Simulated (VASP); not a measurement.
Wanted: the native input for a VASP 6.6.1 run.

* Task: single point
* Functional: HSE06
* Potentials or basis: VASP PAW PBE potentials, release 64 (Be, Te)
* Cutoff: 520 eV
* k mesh: 4 × 4 × 4
* Occupations: gaussian, width 0.01 eV
* Spin: no spin polarisation
* Dipole correction: no
* Exchange at q = 0: truncated
* Grid for exact exchange (PRECFOCK): Normal
* Screening parameter: 0.2079 1/A
* Further INCAR settings: ALGO = Normal; EDIFF = 1e-06; NBANDS = 11

BeTe:

```xyz
2
Lattice="0.0000 2.8286 2.8286 2.8286 0.0000 2.8286 2.8286 2.8286 0.0000" Properties=species:S:1:pos:R:3 pbc="T T T"
Be    0.0000    0.0000    0.0000
Te    1.4143    1.4143    1.4143
```

One way to write it, as run:

POSCAR

```
BeTe
1.0
    0.0000000000      2.8286228760      2.8286228760
    2.8286228760      0.0000000000      2.8286228760
    2.8286228760      2.8286228760      0.0000000000
Be Te
1 1
Direct
    0.0000000000      0.0000000000      0.0000000000
    0.2500000000      0.2500000000      0.2500000000
```

INCAR.step1

```
  PREC = Accurate
  ENCUT = 520
  EDIFF = 1E-5
  ISMEAR = 0
  SIGMA = 0.01
  LREAL = F
  LASPH = T
  NELM = 100
  ALGO = Normal
  ISIF = 2
  LWAVE = T
  LCHARG = F
  GGA = PE
  NBANDS = 11
```

INCAR.step2

```
  PREC = Accurate
  ENCUT = 520
  EDIFF = 1E-6
  ISMEAR = 0
  SIGMA = 0.01
  LREAL = F
  LASPH = T
  NELM = 100
  ALGO = Normal
  ISIF = 2
  LWAVE = F
  LCHARG = F
  GGA = PE
  LHFCALC = T
  HFSCREEN = 0.2079
  PRECFOCK = Normal
  ISTART = 1
  NBANDS = 11
```

KPOINTS

```
regular mesh
0
Gamma
  4 4 4
```

Potentials or basis: VASP PAW PBE potentials, release 64 (Be, Te).

The run is started by

```bash
$ cat potpaw_PBE.64/Be/POTCAR potpaw_PBE.64/Te/POTCAR > POTCAR
$ cp INCAR.step1 INCAR
$ mpirun -np 1 vasp_std > vasp.out
$ cp INCAR.step2 INCAR
$ mpirun -np 1 vasp_std > vasp.out
```

Results of the run:

```yaml
Pressure: -0.5 GPa
Band_gap_on_the_k_mesh: 2.69 eV, indirect (least direct gap 4.49 eV)
```

Caveat: the k mesh is coarse (spacing up to 0.48 Å⁻¹), so the values aren't converged, least of all with exact exchange; the PAW data sets were made with another functional, which shifts forces and pressure a little; spin-orbit coupling is left out, which moves the levels of the heavy elements.

It took 79 s on 1 thread of AMD EPYC 9R14 (Zen 4), on a shared host, peak memory 0.24 GiB.
